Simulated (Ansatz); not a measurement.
The cell is COD entry 9008857, as deposited and not checked against the literature; nothing was relaxed.

An input for ZnSe: DFT, PBE, all-electron LAPW, scalar-relativistic (Ansatz 0.2.0).

Command: `ansatz run input.yaml --threads 1 --pin off --max-ram 3072MiB --backend cpu --events-out ev --progress --plain --runs-dir out` The run took 18 s on 1 thread of Intel(R) Xeon(R) Platinum 8488C (Sapphire Rapids), with other jobs on the host, peak memory 0.33 GiB.

```yaml
crystal:
  lattice:
    - [0.0, 2.8338, 2.8338]
    - [2.8338, 0.0, 2.8338]
    - [2.8338, 2.8338, 0.0]
  atoms:
    - { symbol: Zn, position: [0.0, 0.0, 0.0] }
    - { symbol: Se, position: [0.75, 0.75, 0.75] }
kpoints:
  mp_grid: { grid: [8, 8, 8] }
  band_path:
    path:
      - [0.0, 0.0, 0.0]
      - [-0.5, -0.5, 0.0]
      - [-0.375, -0.375, 0.25]
      - [-0.375, 0.0, 0.375]
      - [0.0, 0.0, 0.0]
      - [0.0, 0.0, 0.5]
      - [-0.5, -0.25, 0.25]
      - [-0.5, -0.5, 0.0]
    npoints: 14
scf:
  occupations: { method: fermi_dirac, width: 0.03 }
hamiltonian:
  xc: pbe
  pseudopotentials: { kind: all_electron, lapw: { basis_error: 0.001 } }
output:
  forces: true
  stress: true
  eigenvalues: true
  populations: true
  dos: { projected: true, de: 0.2, e_range: [-14, 8] }
```

Set-up and iterations as logged by Ansatz (the results part is left out, to be predicted):

```
Zn: projections on atomic orbitals take those of the free atom 1s2 2s2 2p6 3s2 3p6 3d10 4s2, of charge +0.00 (hamiltonian.pseudopotentials.projection_atoms)
Se: projections on atomic orbitals take those of the free atom 1s2 2s2 2p6 3s2 3p6 3d10 4s2 4p4, of charge +0.00 (hamiltonian.pseudopotentials.projection_atoms)
LAPW: plane waves up to 9.032 Å⁻¹, error target 1.0e-3 eV per atom; small_component_spin mean_spin; Zn in spheres of 1.247 Å, 20 of its electrons in bands, Dirac shells []; Se in spheres of 1.207 Å, 24 of its electrons in bands, Dirac shells []
Engine: ansatz 0.2.0
Pseudopotentials: kind: all_electron
Pseudopotential: Zn, LAPW, valence charge 20, Koelling and Harmon's equation, gaussian nucleus
Pseudopotential: Se, LAPW, valence charge 24, Koelling and Harmon's equation, gaussian nucleus
Functional definition: PBE
  parameter kappa = 0.804
  parameter beta = 0.06672455060314922
  exchange = pbe_x(kappa = kappa, mu = beta*pi^2/3)
  correlation = pbe_c(beta = beta)
Crystal: 2 atoms, lattice volume = 45.513 Å³
Basis set: ecut = 310.77737145820646 eV, 537 PW (Γ), exchange–correlation at level 2
Bands: 27, of which v1, the nominal top of the filled ones, is band 22 counted from 1 (21 counted from 0)
Symmetry: 24 space group operations
Space group: F-43m (ITA 216), of the structure as read, at distance tolerance 3.6e-5 Å
k-points: 29 of 512 (time reversal used)
Non-local potential: Zn, projectors of the file, none
Non-local potential: Se, projectors of the file, none
Initial density: superposition of atomic densities (chi_scale 0.1, normalization cell, long waves kept (reshape's long-wave potential 0.00 eV rms))
Initial wavefunctions: plane waves of lowest kinetic energy (no species holds an atomic orbital)
Functional: x = pbe(κ = 0.804, μ = 0.2195149727645171), c = pbe(β = 0.06672455060314922)
iter 1 solved again at ethr=1.62e-3 eV; its pass at ethr=1.00e-1 eV (dr2=7.13e-1 eV) is discarded
SCF iter   1: F=—  HF=-115000.392669 eV  |F-HF|=—  |Δ(HF+E_count)|=         —  Δρ=3.07e-2  dr2=7.14e-1  ethr=1.62e-3  ⟨swp⟩=2.0  Hψ=4933  notcnv=0
iter 2 solved again at ethr=7.18e-5 eV; its pass at ethr=1.62e-3 eV (dr2=3.16e-2 eV) is discarded
SCF iter   2: F=—  HF=-115000.177819 eV  |F-HF|=—  |Δ(HF+E_count)|=   2.15e-1  Δρ=9.43e-3  dr2=3.16e-2  ethr=7.18e-5  ⟨swp⟩=2.0  Hψ=4089  notcnv=0
SCF iter   3: F=—  HF=-115000.109519 eV  |F-HF|=—  |Δ(HF+E_count)|=   6.83e-2  Δρ=6.31e-3  dr2=1.52e-2  ethr=7.18e-5  ⟨swp⟩=3.0  Hψ=2541  notcnv=0
SCF iter   4: F=—  HF=-115000.102772 eV  |F-HF|=—  |Δ(HF+E_count)|=         —  Δρ=2.95e-3  dr2=3.46e-3  ethr=3.45e-5  ⟨swp⟩=2.0  Hψ=2322  notcnv=0
the basis was enlarged: its passes take 30.6 KiB over the memory plan, 1 of 1 planned eigensolver slots
SCF iter   5: F=—  HF=-115000.103006 eV  |F-HF|=—  |Δ(HF+E_count)|=   2.34e-4  Δρ=5.94e-4  dr2=1.08e-4  ethr=7.87e-6  ⟨swp⟩=2.0  Hψ=2257  notcnv=0
SCF iter   6: F=—  HF=-115000.103025 eV  |F-HF|=—  |Δ(HF+E_count)|=   1.86e-5  Δρ=8.87e-5  dr2=2.70e-6  ethr=2.45e-7  ⟨swp⟩=2.2  Hψ=2234  notcnv=0
SCF iter   7: F=-115000.103031 eV  HF=-115000.103031 eV  |F-HF|=5.26e-8  |Δ(HF+E_count)|=   6.26e-6  Δρ=1.16e-5  dr2=5.80e-8  ethr=6.14e-9  ⟨swp⟩=3.0  Hψ=2358  notcnv=0
```

Q: What pressure will this run report?

A: 2.12 GPa (positive in compression).

Q: Is there a band gap?

A: 1.29 eV, direct at Γ.
